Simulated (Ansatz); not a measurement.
The system is MoP.

```
CELL_PARAMETERS angstrom
3.22300 0.00000 0.00000
-1.61150 2.79120 0.00000
0.00000 0.00000 3.19100
ATOMIC_POSITIONS crystal
Mo 0.00000 0.00000 0.00000
P 0.33333 0.66667 0.50000
```

Base run:

```yaml
Program: Ansatz 0.2.0
Functional: PBEsol
Potentials_or_basis: all-electron PAW datasets made for the crystal
Cutoff: 300 eV (chosen from the basis error)
k_mesh: 8 × 8 × 6
Occupations: fermi-dirac, width 0.05 eV
Spin: no spin polarisation
```

Its results: band gap on the k mesh none (metal or under the smearing width); pressure -3.7 GPa.

**Question.** The run is repeated on the same cell with these changes: functional from PBEsol to HSE06; cutoff from 300 eV (chosen from the basis error) to 290 eV (chosen from the basis error). What comes out?

**Answer.** Band gap on the k mesh none (metal or under the smearing width); pressure -4.7 GPa.

Caveats: the k mesh is thin for a metal, which can move the energy by tens of meV per atom.

The runs don't all hold the same shells in valence.
